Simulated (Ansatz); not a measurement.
Runs of Ansatz 0.2.0 on Pd. It takes space group Im-3m (No. 229, cubic). Conventional cell: a = 3.145 Å, b = 3.145 Å, c = 3.145 Å, α = 90.00°, β = 90.00°, γ = 90.00°. Around Pd (site symmetry m-3m) lie 8 Pd at 2.72 Å. This isn't the form of Pd at room conditions, which is fcc.

```csv
task,level,potentials or basis,spin,cell,k mesh,cutoff (eV),smearing,driver,eos,points for each segment of the path,delta,supercell,other keys,mesh quality,gap on the mesh (eV),pressure (GPa)
single point,RPBE+D3(BJ)+ATM,PseudoDojo standard,off,volume scaled by 0.92,12 × 12 × 12,1116,fermi-dirac 0.1 eV,calculator,-,-,-,-,-,not flagged,-,-22.1
band structure,HSE03,Ansatz PAW,off,as given,8 × 8 × 8,420,methfessel-paxton 0.15 eV,chain,-,4,-,-,-,not flagged,none,(a)
single point,r2SCAN0+D3(BJ),Ansatz PAW,off,as given,9 × 9 × 9,500,methfessel-paxton 0.05 eV,chain,-,-,-,-,-,not flagged,none,-12.2
band structure,RPBE,Ansatz PAW,off,volume scaled by 1.15,12 × 12 × 12,420,fermi-dirac 0.1 eV,chain,-,14,-,-,-,not flagged,none,-11.9
projected density of states,PBEsol,PseudoDojo PBEsol stringent,off,cell strained at random at fixed volume,9 × 9 × 9,1116,gaussian 0.15 eV,chain,-,-,-,-,-,not flagged,none,-10.2
band structure,RPBE,Ansatz PAW,off,volume scaled by 1.15,12 × 12 × 12,420,fermi-dirac 0.1 eV,-,-,14,-,-,-,not flagged,none,-11.9
```

Problem. Estimate the missing entries.

Solution. (a) -4.6.

Caveats: the thresholds are loose for stress (some runs); the potentials were made for another functional, which shifts forces and pressure (some runs); the PAW data sets were made with another functional, which shifts forces and pressure a little (some runs); pairwise dispersion overbinds metals, which lowers pressure and volume (some runs); the dispersion damping was fitted for another functional or another form of the correction (some runs); the PAW data sets come from PBE, with cores solved anew for the run's functional, which leaves a small shift of forces and pressure (some runs).

A k mesh can miss the band edges, and the runs leave out spin-orbit coupling on Pd.

A gap of «none» marks a metal or a gap under the smearing width.
